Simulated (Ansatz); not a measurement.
## GaSb under changes of volume

One of the cells (28.625 Å³/atom); the others are scaled copies at fixed shape and fractional positions:

```
Sb Ga
1.0
     0.00000    3.05900    3.05900
     3.05900    0.00000    3.05900
     3.05900    3.05900    0.00000
Sb Ga
1 1
Direct
  0.75000 0.75000 0.75000
  0.00000 0.00000 0.00000
```

```yaml
Program: Ansatz 0.2.0
Functional: m-r2SCAN
Potentials_or_basis: Ansatz PAW
Cutoff: "500 eV (not typed: the program's choice for these potentials)"
k_mesh: 8 × 8 × 8
Occupations: fermi-dirac, width 0.05 eV
Spin: no spin polarisation
```

| volume (Å³/atom) | energy over the lowest point (meV/atom) | pressure (GPa) | gap on the mesh (eV) |
| --- | --- | --- | --- |
| 26.907 | ? | ? | ? |
| 27.480 | 11.15 | 2.8 | 0.78 |
| 28.052 | 3.36 | 1.5 | 0.62 |
| 28.625 | 0.00 | 0.4 | 0.47 |
| 29.197 | 0.61 | -0.7 | 0.32 |
| 29.770 | 4.74 | -1.6 | 0.17 |
| 30.342 | 11.94 | -2.4 | none |

Question: What does the run at 26.907 Å³/atom give?

Answer: Energy over the lowest point 23.90 meV/atom; pressure 4.3 GPa; gap on the mesh 0.85 eV.

Worked out: A Birch-Murnaghan fit of order 3 (a polynomial in V^(-2/3)) to the other rows has its minimum at 28.81 Å³/atom with B0 = V·E''(V) = 53 GPa and B' = 5.1. It gives 24.01 meV/atom at 26.907 Å³/atom, against the run's 23.90, and -dE/dV = 4.4 GPa, against 4.3.

Energies are extrapolated to zero smearing.

Caveats: the PAW data sets come from PBE, with cores solved anew for the run's functional, which leaves a small shift of forces and pressure; spin-orbit coupling is left out, which moves the levels of the heavy elements (some runs).

A mesh can miss the band edges.

A gap of «none» marks a metal or a gap under the smearing width.
